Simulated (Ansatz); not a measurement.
Input of an Ansatz 0.2.0 run:

Contents of input.yaml:

```yaml
crystal:
  lattice:
    - [0.0, 2.47502, 2.47502]
    - [2.47502, 0.0, 2.47502]
    - [2.47502, 2.47502, 0.0]
  atoms:
    - { symbol: Pb, position: [0.0, 0.0, 0.0] }
kpoints:
  mp_grid: { grid: [7, 7, 7] }
  band_path:
    path:
      - [0.0, 0.0, 0.0]
      - [0.5, 0.0, 0.5]
      - [0.5, 0.25, 0.75]
      - [0.375, 0.375, 0.75]
      - [0.0, 0.0, 0.0]
      - [0.5, 0.5, 0.5]
      - [0.625, 0.25, 0.625]
      - [0.5, 0.25, 0.75]
    npoints: 12
scf:
  occupations: { method: fermi_dirac, width: 0.05 }
hamiltonian:
  xc: pbe
  pseudopotentials: { kind: all_electron, lapw: { basis_error: 0.001 } }
magnetization:
  noncollinear: true
  spin_orbit: true
output:
  forces: true
  stress: true
  eigenvalues: true
```

Potentials or basis: all-electron LAPW, relativistic spinors.

Launch:

```bash
$ ansatz run input.yaml --threads 1 --pin off --max-ram 3072MiB --backend cpu --events-out ev --progress --plain --runs-dir out
```

Estimate the band gap along the path.

none (metal or under the smearing width).

Predict the pressure.

2.8 GPa.

Levels at the corners of the path, in eV from the Fermi level:
| point | band 32 | band 33 | band 34 | band 35 | band 36 | band 37 | band 38 | band 39 | band 40 | band 41 |
| --- | --- | --- | --- | --- | --- | --- | --- | --- | --- | --- |
| Γ | -15.65 | -11.52 | -11.52 | 5.19 | 5.19 | 8.51 | 8.51 | 8.51 | 8.51 | 9.96 |
| X | -15.41 | -6.45 | -6.45 | -3.29 | -3.29 | 1.55 | 1.55 | 2.82 | 2.82 | 5.60 |
| W | -15.52 | -6.34 | -6.34 | -1.97 | -1.97 | -0.76 | -0.76 | 0.56 | 0.56 | 10.84 |
| K | -15.49 | -6.53 | -6.53 | -2.44 | -2.44 | -0.96 | -0.96 | 3.14 | 3.14 | 6.69 |
| Γ | -15.65 | -11.52 | -11.52 | 5.19 | 5.19 | 8.51 | 8.51 | 8.51 | 8.51 | 9.96 |
| L | -15.50 | -7.86 | -7.86 | -4.15 | -4.15 | 4.65 | 4.65 | 6.57 | 6.57 | 9.44 |
| U | -15.49 | -6.53 | -6.53 | -2.44 | -2.44 | -0.96 | -0.96 | 3.14 | 3.14 | 6.69 |
| W | -15.52 | -6.34 | -6.34 | -1.97 | -1.97 | -0.76 | -0.76 | 0.56 | 0.56 | 10.84 |

Caveat: the k mesh is thin for a metal, which can move the energy by tens of meV per atom.
